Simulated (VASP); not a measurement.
# Rh in VASP: work function with PBE

Aim: the work function of Rh with PBE.

Program: VASP 6.6.1. These are calculated values, not measurements. Logs are shortened: lines on timing, memory, paths and dates and some standing lists are left out, and cuts for length are marked.

## 1. The slab as given

The cell holds a slab with vacuum, 4 atoms: a = 2.719 Å, b = 2.719 Å, c = 27.376 Å, α = 90.00°, β = 90.00°, γ = 120.00°.

The cell was built by a generator and needn't be a form met in nature.

## 2. Work function, PBE

Input file INCAR:

```
SYSTEM = Rh
PREC = Accurate
ENCUT = 520
EDIFF = 1E-7
ISMEAR = 1
SIGMA = 0.1
LREAL = .FALSE.
LASPH = .TRUE.
NELM = 100
ALGO = Normal
ISIF = 2
LWAVE = .FALSE.
LCHARG = .TRUE.
LDIPOL = .TRUE.
IDIPOL = 3
DIPOL = 0.5 0.5 0.500
GGA = PE
LELF = .TRUE.
LVHAR = .TRUE.
LVACPOTAV = .TRUE.
```

Input file KPOINTS:

```
regular mesh
0
G
  14 14 1
  0 0 0
```

Input file POSCAR:

```
Rh                                      
1.0
    2.7193470000      0.0000000000      0.0000000000
   -1.3596735000      2.3550235400      0.0000000000
    0.0000000000      0.0000000000     27.3762814600
  Rh            
     4
Direct
     0.0000000000000000    0.0000000000000000    0.3812984684288544
     0.6666669999999968    0.3333330000000032    0.4603376277628378
     0.3333340000000007    0.6666659999999993    0.5396623722371622
     0.0000000000000000    0.0000000000000000    0.6187015315711456
```

Potentials or basis: VASP PAW PBE potentials, release 64 (Rh_pv).

Launch:

```
> cat potpaw_PBE.64/Rh_pv/POTCAR > POTCAR
> mpirun -np 1 vasp_std > vasp.out
```

OUTCAR:

```text
SYSTEM = Rh
   PREC = Accurate
   ENCUT = 520
   EDIFF = 1E-7
   ISMEAR = 1
   LREAL = .FALSE.
   LASPH = .TRUE.
   NELM = 100
   ISIF = 2
   GGA = PE

 ion  position               nearest neighbor table
   1  0.000  0.000  0.381-   2 2.67   2 2.67   2 2.67
   2  0.667  0.333  0.460-   1 2.67   1 2.67   1 2.67   3 2.68   3 2.68   3 2.68
   3  0.333  0.667  0.540-   4 2.67   4 2.67   4 2.67   2 2.68   2 2.68   2 2.68
   4  0.000  0.000  0.619-   3 2.67   3 2.67   3 2.67

  LATTYP: Found a hexagonal cell.
 ALAT       =     2.7193470000
 C/A-ratio  =    10.0672262348

  Lattice vectors:

 A1 = (   2.7193470000,   0.0000000000,   0.0000000000)
 A2 = (  -1.3596735000,   2.3550235400,   0.0000000000)
 A3 = (   0.0000000000,   0.0000000000,  27.3762814600)

Analysis of symmetry for initial positions (statically):
=====================================================================
 Subroutine PRICEL returns:
 Original cell was already a primitive cell.

 Routine SETGRP: Setting up the symmetry group for a
 hexagonal supercell.

 Subroutine GETGRP returns: Found 12 space group operations
 (whereof 12 operations were pure point group operations)
 out of a pool of 24 trial point group operations.

The static configuration has the point symmetry D_3d.

Analysis of symmetry for dynamics (positions and initial velocities):
=====================================================================
 Subroutine PRICEL returns:
 Original cell was already a primitive cell.

 Routine SETGRP: Setting up the symmetry group for a
 hexagonal supercell.

 Subroutine GETGRP returns: Found 12 space group operations
 (whereof 12 operations were pure point group operations)
 out of a pool of 24 trial point group operations.

The dynamic configuration has the point symmetry D_3d.

 Subroutine INISYM returns: Found 12 space group operations
 (whereof 12 operations are pure point group operations),
 and found     1 'primitive' translations

----------------------------------------------------------------------------------------

                                     Primitive cell

  volume of cell :     175.3212

  direct lattice vectors                    reciprocal lattice vectors
     2.719347000  0.000000000  0.000000000     0.367735342  0.212312103  0.000000000
    -1.359673500  2.355023540  0.000000000     0.000000000  0.424624206  0.000000000
[... 90 lines left out ...]
   EDIFFG = 0.1E-05   stopping-criterion for IOM
   NSW    =      0    number of steps for IOM
   IBRION =     -1    ionic relax: 0-MD 1-quasi-New 2-CG
   NFREE  =      0    steps in history (QN), initial steepest desc. (CG)
   ISIF   =      2    stress and relaxation
   ISYM   =      2    0-nonsym 1-usesym 2-fastsym
   POTIM  = 0.5000    time-step for ionic-motion
   TEBEG  =    0.0;   TEEND  =   0.0 temperature during run
   PSTRESS=    0.0 pullay stress
   NELECT =      60.0000    total number of electrons
   NUPDOWN=      -1.0000    fix difference up-down
   EMIN   =  10.00;   EMAX   =-10.00  energy-range for DOS
   EFERMI =   0.00;   METHOD = LEGACY
   ISMEAR =     1;   SIGMA  =   0.10  broadening in eV -4-tet -1-fermi 0-gaus
   EFERMI_NEDOS =   21; number of points for ismear=-14 and -15
   IALGO  =     38    algorithm
   IMIX   =      4    mixing-type and parameters
     AMIX     =   0.40;   BMIX     =  1.00
     AMIX_MAG =   1.60;   BMIX_MAG =  1.00
  volume/ion in A,a.u.               =      43.83       295.78
  Fermi-wavevector in a.u.,A,eV,Ry     =   1.145110  2.163944 17.841000  1.311276
  Thomas-Fermi vector in A             =   2.281799
   LORBIT       =      0    0 simple, 1 ext, 2 COOP (PROOUT), +10 PAW based schemes
   GGA     = PE    functional components
   LHFCALC =     F    Hartree Fock is set to
   AEXX    =    0.0000 exact exchange contribution
   IVDW    =     0    specifies the selected vdW correction
   LEPSILON=     F    determine dielectric tensor
   LRPA    =     F    only Hartree local field effects (RPA)
 non-spin polarized calculation
 Methfessel and Paxton  Order N= 1 SIGMA  =   0.10
  energy-cutoff  :      520.00
  volume of cell :      175.32
 maximum number of plane-waves:      4763
   NGX = 11   NGY = 11   NGZ =101

 number of electron      59.9999999 magnetization

 dipolmoment           0.000000      0.000000     -0.000000 electrons x Angstroem

 Free energy of the ion-electron system (eV)
  ---------------------------------------------------
  ext. energy  EPLUGINS =         0.00000000
  ---------------------------------------------------
  free energy    TOTEN  =       -27.41780653 eV

  energy without entropy =      -27.41589331  energy(sigma->0) =      -27.41716879

 E-fermi :   0.1921     XC(G=0):  -5.1257

 val. band max:        0.1897376057   @ k =   0.0714   0.0000   0.0000
 cond. band min:       0.1922202770   @ k =   0.2143   0.0000   0.0000
 fundamental gap:      0.0024826713
 Fermi energy:         0.1921091959

 k-point     1 :       0.0000    0.0000    0.0000
  band No.  band energies     occupation
      1     -46.8413      2.00000
      2     -46.4977      2.00000
      3     -46.2752      2.00000
      4     -46.2752      2.00000
      5     -46.2202      2.00000
      6     -46.2202      2.00000
[... 925 lines left out ...]
     35       7.2032      0.00000
     36       7.8460      0.00000

------------------------ aborting loop because EDIFF is reached ----------------------------------------

  FORCE on cell =-STRESS in cart. coord.  units (eV):
  Direction    XX          YY          ZZ          XY          YZ          ZX
  --------------------------------------------------------------------------------------
  -------------------------------------------------------------------------------------
  Total       -2.5870530     -2.5870529     -0.0951319      0.0000000      0.0000000      0.0000000
  in kB      -23.6418559    -23.6418550     -0.8693656      0.0000000      0.0000000      0.0000000
  external PRESSURE =     -16.0510255 kB  Pullay stress =       0.0000000 kB

 VOLUME and BASIS-vectors are now :
 -----------------------------------------------------------------------------
  energy-cutoff  :      520.00
  volume of cell :      175.32
      direct lattice vectors                 reciprocal lattice vectors
     2.719347000  0.000000000  0.000000000     0.367735342  0.212312103  0.000000000
    -1.359673500  2.355023540  0.000000000     0.000000000  0.424624206  0.000000000
     0.000000000  0.000000000 27.376281460     0.000000000  0.000000000  0.036527970

 POSITION                                       TOTAL-FORCE (eV/Angst)
 -----------------------------------------------------------------------------------
      0.00000      0.00000     10.43853         0.000000      0.000000      0.013033
      1.35967      0.78501     12.60233         0.000000     -0.000000     -0.008614
      0.00000      1.57001     14.77395        -0.000000      0.000000      0.008614
      0.00000      0.00000     16.93775         0.000000      0.000000     -0.013033
 -----------------------------------------------------------------------------------
    total drift:                               -0.004116      0.002376      0.000000

  FREE ENERGIE OF THE ION-ELECTRON SYSTEM (eV)
  ---------------------------------------------------
  free  energy   TOTEN  =       -27.4178065333 eV

  energy  without entropy=      -27.4158933095  energy(sigma->0) =      -27.41716879

 vacuum level on the upper side and lower side of the slab         5.346         5.346
```

It took 2.3 min on 1 thread of Intel Xeon 6975P-C (Granite Rapids), shared host; peak memory 0.32 GiB.

What came out:

```
Free energy                     : -27.4178 eV
Largest force                   : 0.013 eV/Å
Band gap on the k mesh          : none (metal or under the smearing width)
Work function of the upper face : 5.15 eV
Work function of the lower face : 5.15 eV
```

Forces on the atoms (eV/Å):
```
Rh   0.000  0.000  0.013
Rh   0.000  0.000 -0.009
Rh   0.000  0.000  0.009
Rh   0.000  0.000 -0.013
```

Levels at points of the mesh, in eV from the Fermi level:
```
           k point  band 25  band 26  band 27  band 28  band 29  band 30  band 31  band 32  band 33  band 34
(0.00, 0.00, 0.00)    -2.28    -2.28    -1.81    -0.98    -0.98    -0.75    -0.75     0.00     0.00     0.23
(0.50, 0.00, 0.00)    -0.41    -0.17     0.32     0.39     0.51     0.71     1.02     1.06     1.84     3.41
```
